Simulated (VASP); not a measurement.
Here is a VASP 6.6.1 calculation.

The input INCAR:

```
PREC     = Accurate       # precision mode
ENCUT    = 600            # plane-wave cutoff, eV
EDIFF    = 1E-7           # SCF threshold, eV
ISMEAR   = 0              # smearing method
SIGMA    = 0.03           # smearing width, eV
LREAL    = False          # projectors in reciprocal space
LASPH    = True           # aspherical terms in the spheres
NELM     = 80             # most SCF steps
ALGO     = Fast           # electronic algorithm
ISIF     = 2              # what is computed and relaxed
LWAVE    = False          # write WAVECAR
LCHARG   = False          # write CHGCAR
GGA      = PS             # functional
IBRION   = 2              # ionic algorithm
NSW      = 40             # ionic steps
EDIFFG   = -0.01          # ionic threshold
```

The input KPOINTS:

```
regular mesh
0
Gamma
  8 8 8
```

Contents of POSCAR:

```
AgCl                                    
1.0
    0.0000000000      2.7758867301      2.7758867301
    2.7758867301      0.0000000000      2.7758867301
    2.7758867301      2.7758867301      0.0000000000
  Ag              Cl            
     1     1
Direct
     0.0000000000000000    0.0000000000000000    0.0000000000000000
     0.5000000000000000    0.5000000000000000    0.5000000000000000
```

Potentials or basis: VASP PAW PBE potentials, release 64 (Ag, Cl).

The run is started by

```bash
$ cat potpaw_PBE.64/Ag/POTCAR potpaw_PBE.64/Cl/POTCAR > POTCAR
$ mpirun -np 1 vasp_std > vasp.out
```

(1) What does it give for the band gap on the k mesh?

## Answers

(1) 0.73 eV, indirect (least direct gap 3.03 eV).

Caveat: the relaxation stopped at its first step, so nothing moved.
